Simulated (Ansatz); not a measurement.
The same path of a periodic cell of 34 atoms, HC$_{32}$F (surface graphene monolayer, adsorbate HF) was run twice with different band settings.

These are results of DFT PBE-D3(BJ), scalar-relativistic, plane waves, PAW (Ansatz), not measurements. Settings: cutoff 420 eV, k mesh 2x2x1, gaussian smearing 0.05 eV, no spin polarisation.

Relaxed end points:

```xyz
34
Lattice="9.8640 0.0000 0.0000 -4.9320 8.5425 0.0000 0.0000 0.0000 12.0000" Properties=species:S:1:pos:R:3
C -0.006 -0.007 0.967
C 1.228 0.703 0.967
C -1.240 2.129 0.966
C -0.008 2.843 0.965
C -2.472 4.265 0.966
C -1.239 4.977 0.966
C -3.704 6.400 0.967
C -2.471 7.112 0.967
C 2.461 -0.007 0.967
C 3.694 0.705 0.966
C 1.228 2.129 0.969
C 2.463 2.843 0.966
C -0.006 4.266 0.965
C 1.228 4.977 0.965
C -1.238 6.401 0.966
C -0.006 7.112 0.967
C 4.927 -0.006 0.967
C 6.160 0.706 0.967
C 3.695 2.129 0.966
C 4.927 2.841 0.966
C 2.461 4.266 0.965
C 3.694 4.977 0.966
C 1.228 6.401 0.966
C 2.461 7.112 0.967
C 7.392 -0.006 0.967
C 8.625 0.705 0.966
C 6.160 2.129 0.966
C 7.392 2.841 0.966
C 4.927 4.265 0.966
C 6.160 4.977 0.967
C 3.694 6.401 0.966
C 4.926 7.112 0.967
F 1.222 2.244 4.090
H 1.223 2.210 3.150
```

```xyz
34
Lattice="9.8640 0.0000 0.0000 -4.9320 8.5425 0.0000 0.0000 0.0000 12.0000" Properties=species:S:1:pos:R:3
C -0.005 -0.006 0.966
C 1.227 0.705 0.967
C -1.239 2.129 0.967
C -0.006 2.841 0.966
C -2.471 4.265 0.966
C -1.239 4.977 0.966
C -3.704 6.401 0.966
C -2.471 7.112 0.967
C 2.461 -0.006 0.967
C 3.694 0.705 0.967
C 1.227 2.128 0.967
C 2.461 2.838 0.967
C -0.007 4.265 0.966
C 1.225 4.978 0.965
C -1.239 6.401 0.966
C -0.006 7.113 0.966
C 4.927 -0.006 0.966
C 6.159 0.706 0.967
C 3.694 2.128 0.967
C 4.927 2.841 0.966
C 2.461 4.265 0.969
C 3.696 4.978 0.966
C 1.227 6.402 0.965
C 2.461 7.113 0.965
C 7.393 -0.006 0.966
C 8.626 0.706 0.967
C 6.160 2.129 0.967
C 7.393 2.841 0.967
C 4.928 4.265 0.966
C 6.160 4.977 0.966
C 3.694 6.402 0.965
C 4.927 7.113 0.966
F 2.455 4.380 4.090
H 2.456 4.346 3.150
```

Common settings: climbing image yes; spring 5.0 eV/Å²; optimiser quadratic models (default); end points relaxed.

| run | movable images | start path | force threshold | iteration limit |
| --- | --- | --- | --- | --- |
| 1 | 5 | IDPP | 0.03 eV/Å | 27 |
| 2 | 3 | default | 0.05 eV/Å | 10 |

**Question.** What does each run give, and how far can it be trusted?

**Answer.** Run 1: converged after 8 iterations, highest image 0.004 eV above the first end. The top lies less than 8 meV above the higher end, about what the thresholds resolve: that end is a shoulder or a very shallow well. By the program's own check the climbing image is of a kind that is not told: the force calls were inconclusive, a negative curvature could not be distinguished from the path's own, the only one lies far off the path, or fixed occupations may fill a level only in part (lowest curvatures found: -0.02 and 0.26 eV/Å²).
Run 2: converged after 6 iterations, highest image 0.005 eV above the first end. The top lies less than 8 meV above the higher end, about what the thresholds resolve: that end is a shoulder or a very shallow well. The order of the stationary point at the top wasn't checked.
Limits of this set-up: slab without dipole correction.
